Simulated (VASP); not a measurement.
# Rb, surface energy: which settings are enough?

Rb, slab, 4 atoms in the cell. PBEsol; PAW potentials Rb_sv (PBE set). VASP 6.6.1.

Wanted: surface energy, atoms not relaxed within 0.02 J/m²; face levels within 0.04 eV.

Crystal: Rb, Im-3m; Face: (1 1 0); Starting cell: bulk cell relaxed first with the same functional.

Face levels: vacuum level at each face, counted from the Fermi level.

The series start from vacuum (Å): 12; k spacing (1/Å): 0.25; Smearing SIGMA (eV): 0.1; Cutoff ENCUT (eV): 290; SCF threshold EDIFF (eV): 1e-6; PREC: Accurate; ALGO: Normal; atomic planes: 3. Each series keeps the choices made before it, and each single choice may use up half of a tolerance. Times cover all steps of a run.

## Vacuum (Å)

| Vacuum (Å) | Surface energy, atoms not relaxed (J/m²) | Face levels, largest deviation (eV) | Time (s) |
|---|---|---|---|
| 5 | 0.052 | 0.051 | 10 |
| 7 | 0.070 | 0.188 | 12 |
| 9 | 0.083 | 0.081 | 13 |
| 12 | 0.086 | 0.015 | 16 |
| 15 | 0.087 | 0.010 | 18 |
| 20 (reference) | 0.087 | 0.000 | 21 |

Chosen: 12, the loosest value from which every tighter one stays within half of the tolerance.

## k spacing (1/Å)

| k spacing (1/Å) | Surface energy, atoms not relaxed (J/m²) | Face levels, largest deviation (eV) | Time (s) |
|---|---|---|---|
| 0.6 | 0.099 | 0.006 | 6.8 |
| 0.45 | 0.103 | 0.045 | 12 |
| 0.35 | 0.103 | 0.045 | 11 |
| 0.25 | 0.086 | 0.024 | 16 |
| 0.2 | 0.096 | 0.058 | 14 |
| 0.15 | 0.094 | 0.013 | 24 |
| 0.12 (reference) | 0.096 | 0.000 | 32 |

Chosen: 0.15.

## Smearing SIGMA (eV)

| Smearing SIGMA (eV) | Surface energy, atoms not relaxed (J/m²) | Face levels, largest deviation (eV) | Time (s) |
|---|---|---|---|
| 0.4 | 0.093 | 0.006 | 25 |
| 0.3 | 0.094 | 0.000 | 26 |
| 0.2 | 0.094 | 0.004 | 24 |
| 0.1 | 0.094 | 0.006 | 24 |
| 0.05 (reference) | 0.093 | 0.000 | 24 |

Chosen: 0.4.

## Cutoff ENCUT (eV)

| Cutoff ENCUT (eV) | Surface energy, atoms not relaxed (J/m²) | Face levels, largest deviation (eV) | Time (s) |
|---|---|---|---|
| 180 | 0.093 | 0.003 | 12 |
| 220 | 0.093 | 0.002 | 14 |
| 250 | 0.093 | 0.001 | 24 |
| 290 | 0.093 | 0.000 | 25 |
| 330 | 0.093 | 0.000 | 37 |
| 400 (reference) | 0.093 | 0.000 | 47 |

Chosen: 180.

## SCF threshold EDIFF (eV)

| SCF threshold EDIFF (eV) | Surface energy, atoms not relaxed (J/m²) | Face levels, largest deviation (eV) | Time (s) |
|---|---|---|---|
| 0.001 | 0.093 | 0.140 | 10 |
| 0.0001 | 0.094 | 0.054 | 12 |
| 1e-5 | 0.093 | 0.000 | 13 |
| 1e-6 | 0.093 | 0.000 | 12 |
| 1e-7 (reference) | 0.093 | 0.000 | 15 |

Chosen: 1e-5.

## PREC

| PREC | Surface energy, atoms not relaxed (J/m²) | Face levels, largest deviation (eV) | Time (s) |
|---|---|---|---|
| Accurate | 0.093 | 0.000 | 13 |
| Normal | 0.093 | 0.003 | 7.5 |

Chosen: Normal, the fastest of those that stay within half of the tolerance.

## ALGO

| ALGO | Surface energy, atoms not relaxed (J/m²) | Face levels, largest deviation (eV) | Time (s) |
|---|---|---|---|
| Normal | 0.093 | 0.000 | 7.5 |
| Fast | 0.093 | 0.000 | 8.2 |
| All | 0.093 | 0.002 | 8.5 |

Chosen: Normal; no other choice that stays within half of the tolerance saves 30 % of the time.

## Atomic planes

| Atomic planes | Surface energy, atoms not relaxed (J/m²) | Face levels, largest deviation (eV) | Time (s) |
|---|---|---|---|
| 2 | 0.092 | 0.004 | 6.3 |
| 3 | 0.093 | 0.039 | 7.5 |
| 4 | 0.093 | 0.007 | 9.8 |
| 5 (reference) | 0.093 | 0.000 | 14 |

Chosen: 4.

## All choices together

| Input | Surface energy, atoms not relaxed (J/m²) | Face levels, largest deviation (eV) | Time (s) |
|---|---|---|---|
| program defaults, thin vacuum, coarse mesh (naive) | 0.105 | 0.142 | 2.3 |
| chosen settings | 0.093 | 0.004 | 9.8 |
| reference settings throughout | 0.096 | 0.000 | 163 |

The tolerance is met.

Values of the reference run: Face levels: 2.258, 2.258 eV.

## The input

INCAR.step1:
```
PREC = Normal
ENCUT = 180
EDIFF = 1E-5
ISMEAR = 1
SIGMA = 0.4
LREAL = False
LASPH = True
ALGO = Normal
NELM = 120
LWAVE = False
LCHARG = False
GGA = PS
KPAR = 4
```

INCAR.step2, as INCAR.step1 but for:
```
+ LVHAR = True
+ LVACPOTAV = True
+ LDIPOL = True
+ IDIPOL = 3
+ DIPOL = 0.5 0.5 0.5
```

KPOINTS.step1:
```
Automatic mesh
0
Gamma
  10 10 14
  0 0 0
```

KPOINTS.step2:
```
Automatic mesh
0
Gamma
  10 10 1
  0 0 0
```

POSCAR.step1:
```
Rb
1.0
    4.8161395674      0.0000000000      0.0000000000
   -1.6053798558      4.5406999296      0.0000000000
    1.6053798558      2.2703499648      3.9323614901
Rb
1
Direct
    0.0000000000      0.0000000000      0.0000000000
```

POSCAR.step2:
```
Rb
1.0
    4.8161395674      0.0000000000      0.0000000000
   -1.6053798558      4.5406999296      0.0000000000
    0.0000000000      0.0000000000     23.7970844713
Rb
4
Direct
    0.2500000000      0.2500000000      0.2521317268
    0.7500000000      0.7500000000      0.4173772423
    0.2500000000      0.2500000000      0.5826227577
    0.7500000000      0.7500000000      0.7478682732
```

Commands (each step's output is kept before the next begins):
```
cat potpaw_PBE.64/Rb_sv/POTCAR > POTCAR
cp INCAR.step1 INCAR
cp KPOINTS.step1 KPOINTS
cp POSCAR.step1 POSCAR
mpirun -np 4 vasp_std > vasp.out
rm WAVECAR CHG
cp INCAR.step2 INCAR
cp KPOINTS.step2 KPOINTS
cp POSCAR.step2 POSCAR
mpirun -np 4 vasp_std > vasp.out
```

Limits: The program found no field-free region, so the vacuum level is rough; the atoms keep their starting positions, so the number serves for convergence, not as the relaxed result.

The chosen input took VASP 6.6.1 9.8 s on 4 cores (Intel Xeon 6975P-C (Granite Rapids)), a shared host.

## An input that fails: too few electronic steps

The electronic loop stops at its limit of 8 steps.

Changes against the starting input:
```
(step 2)
- NELM = 120
+ NELM = 8
```
